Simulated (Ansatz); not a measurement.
NaH, DFT, PBEsol, all-electron LAPW, scalar-relativistic (Ansatz 0.2.0), run on 1 thread of Arm Neoverse V1 on a shared host.

The cell is COD entry 9008680, as deposited and not checked against the literature; nothing was relaxed. The listed cell was then made from it by scaling, straining or moving an atom.

Command: `ansatz run input.yaml --threads 1 --pin off --max-ram 3072MiB --backend cpu --events-out ev --progress --plain --runs-dir out`

```yaml
crystal:
  lattice:
    - [0.0, 2.4156, 2.44]
    - [2.4156, 0.0, 2.44]
    - [2.4156, 2.4156, 0.0]
  atoms:
    - { symbol: Na, position: [0.0, 0.0, 0.0] }
    - { symbol: H, position: [0.5, 0.5, 0.5] }
kpoints:
  mp_grid: { grid: [9, 9, 9] }
  band_path:
    path:
      - [0.0, 0.0, 0.0]
      - [0.0, 0.5, 0.5]
      - [0.25, 0.75, 0.5]
      - [0.0, 0.5, 0.0]
      - [0.0, 0.0, 0.0]
      - [0.5, 0.5, 0.0]
      - [0.3725125, 0.6274875, 0.0]
      - [-0.3725125, 0.3725125, 0.0]
      - [0.0, 0.0, 0.0]
    npoints: 5
scf:
  occupations: { method: fermi_dirac, width: 0.03 }
hamiltonian:
  xc: pbesol
  pseudopotentials: { kind: all_electron, lapw: { basis_error: 0.001 } }
output:
  forces: true
  stress: true
  eigenvalues: true
```

(1) How large is the problem that the program sets up?

(2) Estimate the wall time and the peak memory.

Answers

(1) 75 irreducible k-points, 121 plane waves at Γ, 9 bands.

(2) 4.2 s of wall time for 6 SCF iterations, with a peak of 0.22 GiB. Times on shared machines scatter by tens of per cent.
